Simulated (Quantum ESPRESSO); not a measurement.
# Sn (P-1) in Quantum ESPRESSO: a series of runs

One crystal, Sn, is run at these levels: Q2D+D2, BEEF-vdW; tasks: single point.

Program: Quantum ESPRESSO 7.5. These are calculated values, not measurements. Logs are shortened: lines on timing, memory, paths and dates and some standing lists are left out, and cuts for length are marked.

## Step 1: The structure

The typed cell holds 1 atom: a = 3.234 Å, b = 3.520 Å, c = 3.421 Å, α = 119.67°, β = 114.67°, γ = 94.75°.

This isn't the form of Sn at room conditions, which is tetragonal (white tin).

## Step 2: Single point, Q2D+D2

File run.py:

```python
import numpy as np
from ase.calculators.espresso import Espresso, EspressoProfile
from ase.io import read

atoms = read('POSCAR')

input_data = {
    'control': {'calculation': 'scf', 'prefix': 'pwscf', 'outdir': './tmp', 'tprnfor': True, 'tstress': True, 'disk_io': 'nowf'},
    'system': {'ecutwfc': 36.0, 'ecutrho': 216.0, 'nbnd': 13, 'input_dft': 'q2d', 'occupations': 'smearing', 'smearing': 'fd', 'degauss': 0.00734986, 'vdw_corr': 'grimme-d2'},
    'electrons': {'conv_thr': 2e-10, 'electron_maxstep': 120, 'mixing_beta': 0.5},
}
pseudopotentials = {'Sn': 'Sn.GGA_PBE-JTH.UPF'}
profile = EspressoProfile(command='pw.x', pseudo_dir='pseudo')
dft = Espresso(profile=profile, input_data=input_data, pseudopotentials=pseudopotentials, kpts=(10, 9, 10), koffset=(0, 0, 0))
atoms.calc = dft

print(f'energy {atoms.get_potential_energy():.8f} eV')
print('forces (eV/A)')
print(np.round(atoms.get_forces(), 6))
print('stress (eV/A^3, Voigt)')
print(np.round(atoms.get_stress(), 8))
print(f'Fermi level {dft.get_fermi_level():.4f} eV')
```

File POSCAR:

```
Sn
1.0
   -1.6664398100      1.7077874900      2.1828021800
    1.7938717800     -1.8589232500      2.3916531200
    1.6937133800      1.8854440200     -2.2975624100
Sn
1
Direct
    0.0000000000      0.0000000000      0.0000000000
```

Potentials or basis: JTH 2.0 PBE.

On the command line:

```
$ OMP_NUM_THREADS=1 python run.py
```

What it wrote:

```text
energy -5929.45284464 eV
forces (eV/A)
[[0. 0. 0.]]
stress (eV/A^3, Voigt)
[ 0.02065579  0.02839494  0.03121736 -0.00596527  0.00551262 -0.00246158]
Fermi level 9.4878 eV
```

espresso.pwi:

```text
&CONTROL
   calculation      = 'scf'
   tstress          = .true.
   tprnfor          = .true.
   outdir           = './tmp'
   prefix           = 'pwscf'
   disk_io          = 'nowf'
   pseudo_dir       = 'pseudo'
/
&SYSTEM
   nbnd             = 13
   ecutwfc          = 36.0
   ecutrho          = 216.0
   occupations      = 'smearing'
   degauss          = 0.00734986
   smearing         = 'fd'
   input_dft        = 'q2d'
   vdw_corr         = 'grimme-d2'
   ntyp             = 1
   nat              = 1
   ibrav            = 0
/
&ELECTRONS
   electron_maxstep = 120
   conv_thr         = 2e-10
   mixing_beta      = 0.5
/
&IONS
/
&CELL
/
&FCP
/
&RISM
/
ATOMIC_SPECIES
Sn 118.71 Sn.GGA_PBE-JTH.UPF

K_POINTS automatic
10 9 10  0 0 0

CELL_PARAMETERS angstrom
-1.66643981000000 1.70778749000000 2.18280218000000
1.79387178000000 -1.85892325000000 2.39165312000000
1.69371338000000 1.88544402000000 -2.29756241000000

ATOMIC_POSITIONS angstrom
Sn 0.0000000000 0.0000000000 0.0000000000
```

espresso.pwo:

```text
This program is part of the open-source Quantum ESPRESSO suite
     for quantum simulation of materials; please cite
         "P. Giannozzi et al., J. Phys.:Condens. Matter 21 395502 (2009);
         "P. Giannozzi et al., J. Phys.:Condens. Matter 29 465901 (2017);
         "P. Giannozzi et al., J. Chem. Phys. 152 154105 (2020);
     in publications or presentations arising from this work. More details at

Warning: card &CELL ignored
Warning: card &FCP ignored
Warning: card &RISM ignored

     file Sn.GGA_PBE-JTH.UPF: wavefunction(s)  0S 5P 0P 4D 0D renormalized

     IMPORTANT: XC functional enforced from input :
     Exchange-correlation= Q2D
                           (   1   4  19  12   0   0   0)
     Any further DFT definition will be discarded
     Please, verify this is what you really want

     Message from routine setup:
     using ibrav=0 with symmetry is DISCOURAGED, use correct ibrav instead

     G-vector sticks info
     --------------------
     sticks:   dense  smooth     PW     G-vecs:    dense   smooth      PW
     Sum         697     461    167                10343     5645    1237

     Using Slab Decomposition

     bravais-lattice index     =            0
     lattice parameter (alat)  =       6.1112  a.u.
     unit-cell volume          =     193.0633 (a.u.)^3
     number of atoms/cell      =            1
     number of atomic types    =            1
     number of electrons       =        14.00
     number of Kohn-Sham states=           13
     kinetic-energy cutoff     =      36.0000  Ry
     charge density cutoff     =     216.0000  Ry
     scf convergence threshold =      2.0E-10
     mixing beta               =       0.5000
     number of iterations used =            8  plain     mixing
     Exchange-correlation= Q2D
                           (   1   4  19  12   0   0   0)

     celldm(1)=   6.111207  celldm(2)=   0.000000  celldm(3)=   0.000000
     celldm(4)=   0.000000  celldm(5)=   0.000000  celldm(6)=   0.000000

     crystal axes: (cart. coord. in units of alat)
               a(1) = (  -0.515302   0.528087   0.674973 )
               a(2) = (   0.554706  -0.574822   0.739554 )
               a(3) = (   0.523735   0.583023  -0.710459 )
[... 28 lines left out ...]
         1        Sn     tau(   1) = (   0.0000000   0.0000000   0.0000000  )

     -------------------------------------------------
     Parameters for Dispersion (Grimme-D2) Correction:
     -------------------------------------------------
       atom      VdW radius       C_6

        Sn         3.409       1342.899

     number of k points=   452  Fermi-Dirac smearing, width (Ry)=  0.0073

     Number of k-points >= 100: set verbosity='high' to print them.

     Dense  grid:    10343 G-vectors     FFT dimensions: (  30,  32,  32)

     Smooth grid:     5645 G-vectors     FFT dimensions: (  24,  25,  25)

     Check: negative core charge=   -0.000010

     Initial potential from superposition of free atoms

     starting charge      13.9986, renormalised to      14.0000
     Starting wfcs are   18 randomized atomic wfcs

     Self-consistent Calculation

     iteration #  1     ecut=    36.00 Ry     beta= 0.50
     Davidson diagonalization with overlap
     ethr =  1.00E-02,  avg # of iterations =  4.9

     Threshold (ethr) on eigenvalues was too large:
     Diagonalizing with lowered threshold

     Davidson diagonalization with overlap
     ethr =  3.21E-05,  avg # of iterations =  6.5

     total energy              =    -435.80503241 Ry
     estimated scf accuracy    <       0.00455824 Ry
[... 5 lines left out ...]
     total energy              =    -435.80648360 Ry
     estimated scf accuracy    <       0.00036497 Ry

     iteration #  3     ecut=    36.00 Ry     beta= 0.50
     Davidson diagonalization with overlap
     c_bands:  1 eigenvalues not converged
     ethr =  2.61E-06,  avg # of iterations =  3.3

     total energy              =    -435.80674883 Ry
     estimated scf accuracy    <       0.00002541 Ry

     iteration #  4     ecut=    36.00 Ry     beta= 0.50
     Davidson diagonalization with overlap
     ethr =  1.82E-07,  avg # of iterations =  2.6
[... 18 lines left out ...]
     iteration #  7     ecut=    36.00 Ry     beta= 0.50
     Davidson diagonalization with overlap
     ethr =  4.13E-11,  avg # of iterations =  2.4

     End of self-consistent calculation

     Number of k-points >= 100: set verbosity='high' to print the bands.

     the Fermi energy is     9.4878 ev

!    total energy              =    -435.80678395 Ry
     total all-electron energy =      -435.806784 Ry
     estimated scf accuracy    <          1.8E-10 Ry
     smearing contrib. (-TS)   =      -0.00134275 Ry
     internal energy E=F+TS    =    -435.80544120 Ry

     The total energy is F=E-TS. E is the sum of the following terms:
     one-electron contribution =     -51.56209779 Ry
     hartree contribution      =      48.68459582 Ry
     xc contribution           =     -27.91500696 Ry
     ewald contribution        =     -97.84963437 Ry
     Dispersion Correction     =      -0.03950687 Ry
     one-center paw contrib.   =    -307.12379104 Ry

     convergence has been achieved in   7 iterations

     Forces acting on atoms (cartesian axes, Ry/au):

     atom    1 type  1   force =     0.00000000    0.00000000    0.00000000

     Total force =     0.000000     Total SCF correction =     0.000000

     Computing stress (Cartesian axis) and pressure

          total   stress  (Ry/bohr**3)                   (kbar)     P=      -42.87
  -0.00022497   0.00002681  -0.00006004          -33.09        3.94       -8.83
   0.00002681  -0.00030926   0.00006497            3.94      -45.49        9.56
  -0.00006004   0.00006497  -0.00034000           -8.83        9.56      -50.02

=------------------------------------------------------------------------------=
   JOB DONE.
=------------------------------------------------------------------------------=
```

Wall time 39 s (1 thread of Intel Xeon Platinum 8488C (Sapphire Rapids), shared host); peak memory 0.13 GiB.

Results:

```yaml
Free_energy: -5929.4534 eV
Pressure: -4.3 GPa
Band_gap_on_the_k_mesh: none (metal or under the smearing width)
```

Caveat: D2 keeps the scale fitted for PBE; the potentials were made for another functional, which shifts forces and pressure; the cutoff is low for these files, which shifts pressure and relaxed volume; pairwise dispersion overbinds metals, which lowers pressure and volume.

## Step 3: Single point, BEEF-vdW

File pw.in:

```
&CONTROL
  calculation = 'scf'
  prefix = 'pwscf'
  outdir = './tmp'
  pseudo_dir = './pseudo'
  tprnfor = .true.
  tstress = .true.
  disk_io = 'nowf'
/
&SYSTEM
  ibrav = 0
  A = 3.23391173
  nat = 1
  ntyp = 1
  ecutwfc = 102
  nbnd = 18
  input_dft = 'beef-vdw'
  occupations = 'smearing'
  smearing = 'mv'
  degauss = 0.01469973
/
&ELECTRONS
  conv_thr = 2d-10
  electron_maxstep = 120
  mixing_beta = 0.5
/
ATOMIC_SPECIES
Sn   118.7100 Sn.upf
CELL_PARAMETERS alat
  -0.5153015757    0.5280872308    0.6749727149
   0.5547064762   -0.5748218892    0.7395542364
   0.5237351917    0.5830227221   -0.7104592215
ATOMIC_POSITIONS alat
Sn     0.0000000000    0.0000000000    0.0000000000
K_POINTS automatic
10 9 10 0 0 0
```

Potentials or basis: PseudoDojo 0.5 SR PBE stringent.

On the command line:

```
$ OMP_NUM_THREADS=1 pw.x -in pw.in > pw.out
```

Wall time 5 min (1 thread of Intel Xeon Platinum 8488C (Sapphire Rapids), shared host); peak memory 0.52 GiB.

Results (log left out):

```yaml
Free_energy: -6051.9008 eV
Pressure: 0.6 GPa
Band_gap_on_the_k_mesh: none (metal or under the smearing width)
```

Stress tensor (GPa, compression positive):
```
 1.10  0.10 -1.43
 0.10  0.07  1.52
-1.43  1.52  0.49
```

Levels at points of the mesh, in eV from the Fermi level:
| k point | band 9 | band 10 | band 11 | band 12 | band 13 | band 14 |
| --- | --- | --- | --- | --- | --- | --- |
| (0.00, 0.00, 0.00) | -21.93 | -10.80 | 6.13 | 7.09 | 8.22 | 10.33 |
| (0.00, 0.00, -0.50) | -21.87 | -5.59 | -3.70 | 1.48 | 3.67 | 5.05 |
| (-0.50, 0.00, 0.00) | -21.86 | -6.41 | -4.28 | 4.56 | 5.70 | 8.94 |
| (-0.50, 0.00, -0.50) | -21.86 | -6.22 | -4.21 | 4.17 | 5.44 | 8.45 |

Caveat: the potentials were made for another functional, which shifts forces and pressure.

## Step 4: The reference run

An earlier run on the cell as given: functional PBE; potentials or basis SSSP 1.3 efficiency PBE; cutoff 816 eV; density cutoff 6531 eV; k mesh 10 × 9 × 10; occupations fermi-dirac, width 0.05 eV; no spin polarisation.

* Pressure: -0.7 GPa
* Band gap on the k mesh: none (metal or under the smearing width)

## Step 5: The runs side by side

| level | potentials or basis | cutoff (eV) | smearing | gap on the mesh (eV) | pressure (GPa) |
| --- | --- | --- | --- | --- | --- |
| Q2D+D2 | JTH 2.0 PBE | 490 | fermi-dirac 0.1 eV | none | -4.3 |
| BEEF-vdW | PseudoDojo 0.5 SR PBE stringent | 1388 | cold 0.2 eV | none | 0.6 |
| PBE | SSSP 1.3 efficiency PBE | 816 | fermi-dirac 0.05 eV | none | -0.7 |

Alike in all rows: task single point; no spin polarisation; cell as given; k mesh 10 × 9 × 10.

Caveats: the potentials were made for another functional, which shifts forces and pressure (some runs); D2 keeps the scale fitted for PBE (some runs); the cutoff is low for these files, which shifts pressure and relaxed volume (some runs); pairwise dispersion overbinds metals, which lowers pressure and volume (some runs).

Absolute energies hang on the potentials; compare differences alone.
